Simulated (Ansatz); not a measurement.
Runs of Ansatz 0.2.0 on CuO. Symmetry: Cc, No. 9, monoclinic system. Conventional cell: a = 4.689 Å, b = 3.427 Å, c = 5.132 Å, α = 90.00°, β = 99.65°, γ = 90.00°. Cu (site symmetry 1) is surrounded by 4 O at 1.91 to 2.02 Å. O (site symmetry 1) has 4 Cu at 1.91 to 2.02 Å as nearest neighbours. 

```tsv
task	level	U	cell	cutoff (eV)	points for each segment of the path	hubbard projectors	double counting	gap on the mesh (eV)	pressure (GPa)	largest force (eV/Å)
band structure	PBEsol+U	Cu d U = 4.5 eV	as given	420	14	ortho-atomic (the default)	fll (the default)	none	-0.6	0.78
density of states	PBEsol	-	as given	420	-	-	-	none	(b)	0.76
band structure	LDA	-	as given	420	14	-	-	none	-9.6	0.79
band structure	r2SCAN+U	Cu d U = 4.5 eV	as given	500	14	ortho-atomic (the default)	fll (the default)	none	(a)	0.80
relaxation of cell and atoms	BLYP	-	relaxed	420	-	-	-	none	0.0	-
```

Alike in all rows: potentials or basis Ansatz PAW; no spin polarisation; k mesh 10 × 10 × 5; smearing fermi-dirac 0.05 eV.

Q: Fill in the values left out.

A: (a) 0.6; (b) -2.7.

Caveats: the run has no spin polarisation, though such a crystal can be magnetic; the PAW data sets come from PBE, with cores solved anew for the run's functional, which leaves a small shift of forces and pressure; semilocal functionals often make such compounds metallic where correlation or magnetic order opens a gap, which also shifts bond lengths (some runs); U without spin polarisation on a metal has little footing (some runs); the plane-wave basis is chosen anew once the cell has moved, so the energies of steps on either side of that aren't comparable (some runs).

A gap of «none» marks a metal or a gap under the smearing width.

Runs at the PBE level aren't shown here.
